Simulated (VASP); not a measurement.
# AlRu (P4mm) in VASP: notebook

One crystal, AlRu, is run at these levels: PBE; tasks: single point.

Everything below comes from runs of VASP 6.6.1. Logs are shortened: lines on timing, memory, paths and dates and some standing lists are left out, and cuts for length are marked.

## 1. The cell of the first run

Symmetry: P4mm, No. 99, tetragonal system. Conventional cell: a = 3.051 Å, b = 3.051 Å, c = 3.006 Å, α = 90.00°, β = 90.00°, γ = 90.00°. Al (site symmetry 4mm) has 8 Ru at 2.56 to 2.70 Å as nearest neighbours. Ru (site symmetry 4mm) has 8 Al at 2.56 to 2.70 Å as nearest neighbours.

## 2. Single point, PBE (strained and moved within a subgroup)

INCAR

```
  ALGO = Normal
  EDIFF = 1E-6
  ENCUT = 520
  GGA = PE
  ISIF = 2
  ISMEAR = 0
  LASPH = True
  LCHARG = True
  LELF = True
  LREAL = False
  LVHAR = True
  LWAVE = False
  NBANDS = 16
  NELM = 100
  PREC = Accurate
  SIGMA = 0.1
```

KPOINTS

```
k-points
0
Gamma
  12 12 12
```

POSCAR

```
AlRu
1.0
    3.0064383360      0.0000000000      0.0000000000
    0.0000000000      3.0513123360      0.0000000000
    0.0000000000      0.0000000000      3.0513123360
Al Ru
1 1
Direct
   -0.0200561572      0.0000000000      0.0000000000
    0.5200561572      0.5000000000      0.5000000000
```

Potentials or basis: VASP PAW PBE potentials, release 64 (Al, Ru_pv).

On the command line:

```bash
> cat potpaw_PBE.64/Al/POTCAR potpaw_PBE.64/Ru_pv/POTCAR > POTCAR
> mpirun -np 1 vasp_std > vasp.out
```

OUTCAR:

```text
EDIFF = 1E-6
   ENCUT = 520
   GGA = PE
   ISIF = 2
   ISMEAR = 0
   LASPH = True
   LREAL = False
   NELM = 100
   PREC = Accurate

 ion  position               nearest neighbor table
   1  0.980  0.000  0.000-   2 2.56   2 2.56   2 2.56   2 2.56   2 2.70   2 2.70   2 2.70   2 2.70

   2  0.520  0.500  0.500-   1 2.56   1 2.56   1 2.56   1 2.56   1 2.70   1 2.70   1 2.70   1 2.70

  LATTYP: Found a simple tetragonal cell.
 ALAT       =     3.0513123360
 C/A-ratio  =     0.9852935409

  Lattice vectors:

 A1 = (   0.0000000000,   3.0513123360,   0.0000000000)
 A2 = (   0.0000000000,   0.0000000000,   3.0513123360)
 A3 = (   3.0064383360,   0.0000000000,   0.0000000000)

Analysis of symmetry for initial positions (statically):
=====================================================================
 Subroutine PRICEL returns:
 Original cell was already a primitive cell.

 Routine SETGRP: Setting up the symmetry group for a
 simple tetragonal supercell.

 Subroutine GETGRP returns: Found  8 space group operations
 (whereof  8 operations were pure point group operations)
 out of a pool of 16 trial point group operations.

The static configuration has the point symmetry C_4v.

Analysis of symmetry for dynamics (positions and initial velocities):
=====================================================================
 Subroutine PRICEL returns:
 Original cell was already a primitive cell.

 Routine SETGRP: Setting up the symmetry group for a
 simple tetragonal supercell.

 Subroutine GETGRP returns: Found  8 space group operations
 (whereof  8 operations were pure point group operations)
 out of a pool of 16 trial point group operations.

The dynamic configuration has the point symmetry C_4v.

 Subroutine INISYM returns: Found  8 space group operations
 (whereof  8 operations are pure point group operations),
 and found     1 'primitive' translations

----------------------------------------------------------------------------------------

                                     Primitive cell

  volume of cell :      27.9915

[... 70 lines left out ...]
   k-points           NKPTS =    196   k-points in BZ     NKDIM =    196   number of bands    NBANDS=     16
   number of dos      NEDOS =    301   number of ions     NIONS =      2
   total plane-waves  NPLWV =  13824
   dimension x,y,z NGX =    24 NGY =   24 NGZ =   24
   dimension x,y,z NGXF=    48 NGYF=   48 NGZF=   48
   ions per type =               1   1
   NGX,Y,Z   is equivalent  to a cutoff of  13.27, 13.08, 13.08 a.u.
   NGXF,Y,Z  is equivalent  to a cutoff of  26.54, 26.15, 26.15 a.u.
 SYSTEM =  unknown system
   PREC   = accura    normal or accurate (medium, high low for compatibility)
   ISTART =      0    job   : 0-new  1-cont  2-samecut
   ICHARG =      2    charge: 1-file 2-atom 10-const
   ISPIN  =      1    spin polarized calculation?
   LNONCOLLINEAR =      F non collinear calculations
   LSORBIT =      F    spin-orbit coupling
   LASPH  =      T    aspherical Exc in radial PAW
   ENCUT  =  520.0 eV  38.22 Ry    6.18 a.u.   5.59  5.67  5.67*2*pi/ulx,y,z
   NELM   =    100;   NELMIN=  2; NELMDL= -5     # of ELM steps
   EDIFF  = 0.1E-05   stopping-criterion for ELM
[... 8 lines left out ...]
   TEBEG  =    0.0;   TEEND  =   0.0 temperature during run
   PSTRESS=    0.0 pullay stress
   NELECT =      17.0000    total number of electrons
   NUPDOWN=      -1.0000    fix difference up-down
   EMIN   =  10.00;   EMAX   =-10.00  energy-range for DOS
   EFERMI =   0.00;   METHOD = LEGACY
   ISMEAR =     0;   SIGMA  =   0.10  broadening in eV -4-tet -1-fermi 0-gaus
   EFERMI_NEDOS =   21; number of points for ismear=-14 and -15
   IALGO  =     38    algorithm
   IMIX   =      4    mixing-type and parameters
     AMIX     =   0.40;   BMIX     =  1.00
     AMIX_MAG =   1.60;   BMIX_MAG =  1.00
  volume/ion in A,a.u.               =      14.00        94.45
  Fermi-wavevector in a.u.,A,eV,Ry     =   1.386381  2.619880 26.151108  1.922052
  Thomas-Fermi vector in A             =   2.510702
   LORBIT       =      0    0 simple, 1 ext, 2 COOP (PROOUT), +10 PAW based schemes
   GGA     = PE    functional components
   LHFCALC =     F    Hartree Fock is set to
   AEXX    =    0.0000 exact exchange contribution
   IVDW    =     0    specifies the selected vdW correction
   LEPSILON=     F    determine dielectric tensor
   LRPA    =     F    only Hartree local field effects (RPA)
 non-spin polarized calculation
 Gauss-broadening in eV      SIGMA  =   0.10
  energy-cutoff  :      520.00
  volume of cell :       27.99
 maximum number of plane-waves:       772
 NGX is ok and might be reduce to    24
   NGX = 11   NGY = 11   NGZ = 11

 number of electron      17.0000002 magnetization

 Free energy of the ion-electron system (eV)
  ---------------------------------------------------
  ext. energy  EPLUGINS =         0.00000000
  ---------------------------------------------------
  free energy    TOTEN  =       -14.20208096 eV

  energy without entropy =      -14.19444572  energy(sigma->0) =      -14.19826334

 E-fermi :  10.0801     XC(G=0): -12.3363

 val. band max:       10.0782848067   @ k =   0.0000   0.4167   0.1667
 cond. band min:      10.0818347207   @ k =   0.1667   0.4167   0.3333
 fundamental gap:      0.0035499140
 Fermi energy:        10.0800611186

 k-point     1 :       0.0000    0.0000    0.0000
  band No.  band energies     occupation
      1     -31.6670      2.00000
      2     -31.6670      2.00000
      3     -31.6453      2.00000
      4       0.6883      2.00000
      5       6.7451      2.00000
      6       6.7634      2.00000
[... 433 lines left out ...]
      3     -31.6557      2.00000
      4       2.2495      2.00000
      5       6.9156      2.00000
      6       7.3096      2.00000
[... 8 lines left out ...]
     15      24.0046      0.00000
     16      24.6615      0.00000

 [... further k-points ...]
[... 5 lines left out ...]
  --------------------------------------------------------------------------------------
  -------------------------------------------------------------------------------------
  Total       -0.7409273     -1.0045011     -1.0045011      0.0000000      0.0000000      0.0000000
  in kB      -42.4092469    -57.4957030    -57.4957030      0.0000000      0.0000000      0.0000000
  external PRESSURE =     -52.4668843 kB  Pullay stress =       0.0000000 kB

 VOLUME and BASIS-vectors are now :
 -----------------------------------------------------------------------------
  energy-cutoff  :      520.00
  volume of cell :       27.99
      direct lattice vectors                 reciprocal lattice vectors
     3.006438336  0.000000000  0.000000000     0.332619495  0.000000000  0.000000000
     0.000000000  3.051312336  0.000000000     0.000000000  0.327727840  0.000000000
     0.000000000  0.000000000  3.051312336     0.000000000  0.000000000  0.327727840

 POSITION                                       TOTAL-FORCE (eV/Angst)
 -----------------------------------------------------------------------------------
      2.94614      0.00000      0.00000         0.776280      0.000000     -0.000000
      1.56352      1.52566      1.52566        -0.776280      0.000000      0.000000
 -----------------------------------------------------------------------------------
    total drift:                                0.000981     -0.000000     -0.000000

  FREE ENERGIE OF THE ION-ELECTRON SYSTEM (eV)
  ---------------------------------------------------
  free  energy   TOTEN  =       -14.2020809585 eV

  energy  without entropy=      -14.1944457245  energy(sigma->0) =      -14.19826334
```

Run time: 18 s. Hardware: 1 thread of Intel Xeon 6975P-C (Granite Rapids), shared host; peak memory 0.2 GiB.

What came out:

```
Free energy            : -14.2021 eV
Pressure               : -5.2 GPa
Largest force          : 0.776 eV/Å
Band gap on the k mesh : none (metal or under the smearing width)
```

Forces in eV/Å, atoms in the order of the input:
```
Al   0.776  0.000  0.000
Ru  -0.776  0.000  0.000
```

Stress tensor (GPa, compression positive):
```
-4.24  0.00  0.00
 0.00 -5.75  0.00
 0.00  0.00 -5.75
```

Levels at points of the mesh, in eV from the Fermi level:
| k point | band 7 | band 8 | band 9 | band 10 | band 11 | band 12 |
| --- | --- | --- | --- | --- | --- | --- |
| (0.00, 0.00, 0.00) | 0.10 | 0.21 | 0.21 | 5.76 | 5.76 | 6.22 |
| (0.50, 0.00, 0.00) | -1.55 | -1.55 | 0.35 | 2.32 | 7.52 | 10.65 |
| (0.00, 0.50, 0.00) | -1.58 | -1.37 | 0.43 | 2.06 | 7.49 | 10.73 |
| (0.50, 0.50, 0.00) | -1.18 | -1.13 | -1.12 | 1.47 | 5.12 | 5.81 |
| (0.00, 0.50, 0.50) | -1.46 | -0.87 | -0.87 | 1.38 | 4.90 | 5.70 |
| (0.50, 0.50, 0.50) | 1.47 | 1.58 | 2.30 | 4.00 | 4.00 | 4.14 |

## 3. Single point, PBE (strained and moved within a subgroup)

INCAR

```
ALGO = Normal
EDIFF = 1E-7
ENCUT = 520
GGA = PE
ISIF = 2
ISMEAR = 0
LASPH = True
LCHARG = True
LELF = True
LREAL = False
LVHAR = True
LWAVE = False
NBANDS = 16
NELM = 100
PREC = Accurate
SIGMA = 0.1
```

KPOINTS is that of step 2.

POSCAR

```
AlRu
1.0
    3.0263923080      0.0000000000      0.0000000000
    0.0000000000      3.2956363080      0.0000000000
    0.0000000000      0.0000000000      3.0263923080
Al Ru
1 1
Direct
    0.0000000000      0.0000000000      0.0000000000
    0.5000000000      0.5000000000      0.5000000000
```

Potentials or basis: VASP PAW PBE potentials, release 64 (Al, Ru_pv).

On the command line:

```bash
> cat potpaw_PBE.64/Al/POTCAR potpaw_PBE.64/Ru_pv/POTCAR > POTCAR
> mpirun -np 1 vasp_std > vasp.out
```

Wall time 29 s (1 thread of Intel Xeon 6975P-C (Granite Rapids), shared host); peak memory 0.21 GiB.

Results (log left out):

```
Free energy            : -14.0278 eV
Pressure               : -16.8 GPa
Band gap on the k mesh : none (metal or under the smearing width)
```

Stress tensor (GPa, compression positive):
```
-13.35   0.00   0.00
  0.00 -23.70   0.00
  0.00   0.00 -13.35
```

Levels at points of the mesh, in eV from the Fermi level:
| k point | band 5 | band 6 | band 7 | band 8 | band 9 | band 10 | band 11 | band 12 | band 13 | band 14 |
| --- | --- | --- | --- | --- | --- | --- | --- | --- | --- | --- |
| (0.00, 0.00, 0.00) | -3.03 | -2.97 | 0.01 | 0.01 | 0.44 | 3.99 | 6.32 | 6.32 | 9.93 | 10.14 |
| (0.50, 0.00, 0.00) | -5.00 | -2.25 | -1.95 | -1.10 | 0.27 | 2.29 | 7.31 | 9.07 | 10.59 | 11.14 |
| (0.00, 0.50, 0.00) | -5.38 | -2.49 | -1.08 | -1.08 | 0.56 | 1.04 | 7.54 | 11.08 | 11.08 | 11.41 |
| (0.50, 0.50, 0.00) | -2.70 | -1.68 | -1.14 | -0.84 | -0.65 | 0.99 | 4.38 | 4.86 | 10.28 | 12.13 |
| (0.50, 0.00, 0.50) | -2.43 | -1.38 | -1.38 | -1.00 | -1.00 | 1.57 | 5.23 | 5.28 | 8.60 | 12.13 |
| (0.50, 0.50, 0.50) | -3.98 | -3.98 | 1.04 | 1.61 | 1.87 | 3.61 | 4.03 | 4.03 | 7.03 | 7.03 |

Caveat: so large a pressure means that the cell lies far from this level's equilibrium, or that cutoff or potentials fall short.
